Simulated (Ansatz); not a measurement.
SrF$_{2}$ (fluorite)

```yaml
crystal:
  lattice:
    - [0.00000, 2.92864, 2.92864]
    - [2.92864, 0.00000, 2.92864]
    - [2.92864, 2.92864, 0.00000]
  atoms:
    - { symbol: Sr, position: [0.00000, 0.00000, 0.00000] }
    - { symbol: F, position: [0.25000, 0.25000, 0.25000] }
    - { symbol: F, position: [0.75000, 0.75000, 0.75000] }
```

Grid over V/V₀ and (c/a)/(c/a)₀, subscript 0 meaning the relaxed cell; the conventional c axis lies along z; no internal relaxation.

Method: PBE (plane waves to 420 eV, PAW, scalar-relativistic; Ansatz, a program for electronic structure). k mesh 10×10×10 (Γ-centred), Fermi-Dirac smearing 0.05 eV. Compression counts positive. SrF2 was relaxed with its symmetry unable to fall.

Changes of σxx (GPa) from the point V/V₀ = 1.000, (c/a)/(c/a)₀ = 1.000 when one coordinate moves alone (two changes are said to add if the coupling is within 5 % of the smaller one, nearly so within 20 %):

```csv
point,change
"V/V₀ = 1.000, (c/a)/(c/a)₀ = 0.880",-3.406
"V/V₀ = 1.000, (c/a)/(c/a)₀ = 0.920",-2.178
"V/V₀ = 1.000, (c/a)/(c/a)₀ = 0.960",-1.052
"V/V₀ = 0.960, (c/a)/(c/a)₀ = 1.000",2.896
"V/V₀ = 0.973, (c/a)/(c/a)₀ = 1.000",1.857
"V/V₀ = 0.987, (c/a)/(c/a)₀ = 1.000",0.894
"V/V₀ = 1.013, (c/a)/(c/a)₀ = 1.000",-0.830
"V/V₀ = 1.027, (c/a)/(c/a)₀ = 1.000",-1.600
"V/V₀ = 1.040, (c/a)/(c/a)₀ = 1.000",-2.313
"V/V₀ = 1.000, (c/a)/(c/a)₀ = 1.040",1.000
"V/V₀ = 1.000, (c/a)/(c/a)₀ = 1.080",1.968
"V/V₀ = 1.000, (c/a)/(c/a)₀ = 1.120",2.923
```

Question: Do the two effects add at V/V₀ = 1.013, (c/a)/(c/a)₀ = 0.960? Give the computed change.

Answer: The sum of the single changes is -0.830 + (-1.052) = -1.882; the calculation gives -1.872, so they add (within 5 % of the smaller single change).

Question: What is the change at V/V₀ = 1.027, (c/a)/(c/a)₀ = 0.960, where both move, and how far is it from the sum?

Answer: The sum of the single changes is -1.600 + (-1.052) = -2.652; the calculation gives -2.632, so they add (within 5 % of the smaller single change).

Question: What is the change at V/V₀ = 0.973, (c/a)/(c/a)₀ = 0.920, where both move, and how far is it from the sum?

Answer: The sum of the single changes is 1.857 + (-2.178) = -0.321; the calculation gives -0.368, so they add (within 5 % of the smaller single change).

(Under strain, the slope of the energy per volume gives the stress and its curvature an elastic modulus.)
